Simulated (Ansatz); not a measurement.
## Stationary points along a deformation path in Sn

Theory: DFT r2SCAN, scalar-relativistic, plane waves, PAW in Ansatz. Settings: plane waves to 500 eV, k-mesh 24×24×24 (Γ-centred), Methfessel–Paxton smearing 0.1 eV. No spin polarisation. Energies are free energies at this smearing, counted from the undisturbed cell; pressure is positive in compression.

Reference structure (as given, not relaxed at this level; it stands at -2.8 GPa; this form isn't the usual structure):

```xyz
1
Lattice="-1.5908 1.5908 2.9156 1.5908 -1.5908 2.9156 1.5908 1.5908 -2.9156" Properties=species:S:1:pos:R:3 pbc="T T T"
Sn    0.0000    0.0000    0.0000
```

At fixed volume and fractional coordinates, lengths along (0.000, 0.000, 1.000) are scaled against those across it; ρ is that ratio over its starting value. V = 29.512 Å³/atom. Δσ is the stress along the axis less the mean stress across it (compression positive).

```csv
ρ,ΔE (meV/atom),Δσ (GPa),space group
0.800,-9.2,-0.30,I4/mmm
0.850,-9.7,0.21,I4/mmm
0.920,-7.0,-0.57,I4/mmm
0.960,-4.3,-0.75,I4/mmm
1.000,0.0,-0.91,I4/mmm
1.050,8.9,-1.85,I4/mmm
1.100,22.6,-2.95,I4/mmm
1.200,67.3,-5.50,I4/mmm
1.300,138.5,-8.88,I4/mmm
```

Q: How does the stress give the slope of the energy, and where is the energy stationary?

A: Along the path d ln(length) is 2/3 d ln ρ on the axis and −1/3 d ln ρ across it, so dE/d ln ρ = −(2/3) V Δσ: the energy falls with ρ where Δσ is positive. Δσ vanishes or changes sign between ρ = 0.800 and 0.850, a maximum (near 0.83 by linear interpolation); between ρ = 0.850 and 0.920, a minimum (near 0.87 by linear interpolation). Pairs of stationary points between two samples would go unseen, and could change a minimum read from distant neighbours into a maximum.

Q: Integrate that slope from ρ = 1 to 1.200 by the trapezoid rule.

A: With V/N in Å³ and 1 eV/Å³ = 160.2 GPa the slopes at ρ = 1.000, 1.050, 1.100, 1.200 are 112, 228, 362, 676 meV/atom per unit of ln ρ. The steps add 8.3 + 13.7 + 45.2 = 67.2 meV/atom, against 67.3 from the energies; the trapezoid rule misses the curvature of the slope within each step.

Q: Is the start the lowest point of the path?

A: No: ρ = 0.850 lies 9.7 meV/atom lower, with no sampled rise above the start on the way. Volume and inner coordinates are held, so a relaxed structure there would lie lower still.

In a metal these slopes depend on the k mesh and the smearing.

Cost: 9 runs of about 5.8 core-minutes in all, on Intel Xeon Processor @ 2.70GHz (shared hosts).